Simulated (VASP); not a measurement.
A run of VASP 6.6.1:

The input INCAR:

```
SYSTEM = MgF2
PREC = Accurate ; ENCUT = 520
EDIFF = 1E-7 ; ISMEAR = 0
SIGMA = 0.01 ; LREAL = .FALSE.
LASPH = .TRUE. ; NELM = 100
ALGO = Normal ; ISIF = 2
LWAVE = .FALSE. ; LCHARG = .FALSE.
GGA = PE ; NBANDS = 25
```

KPOINTS

```
regular mesh
0
G
  4 4 6
  0 0 0
```

The input POSCAR:

```
MgF2
1.0
    4.6220162603      0.0000000000      0.0000000000
    0.0000000000      4.6220162603      0.0000000000
    0.0000000000      0.0000000000      3.0461115452
Mg F
2 4
Direct
    0.0000000000      0.0000000000      0.0000000000
    0.5000000000      0.5000000000      0.5000000000
    0.3029506052      0.3029506052      0.0000000000
    0.1970493948      0.8029506052      0.5000000000
    0.6970493948      0.6970493948      0.0000000000
    0.8029506052      0.1970493948      0.5000000000
```

Potentials or basis: VASP PAW PBE potentials, release 64 (Mg, F).

Run with:

```console
$ cat potpaw_PBE.64/Mg/POTCAR potpaw_PBE.64/F/POTCAR > POTCAR
$ mpirun -np 1 vasp_std > vasp.out
```

Hardware: 1 thread of Intel(R) Xeon(R) Platinum 8488C (Sapphire Rapids), on a shared host.

Question: How long does it take, and how much memory?

Answer: Run time: 28 s on 1 thread of Intel(R) Xeon(R) Platinum 8488C (Sapphire Rapids) (shared host), peak memory 0.18 GiB. Counts: scf iterations 13, k points 24.
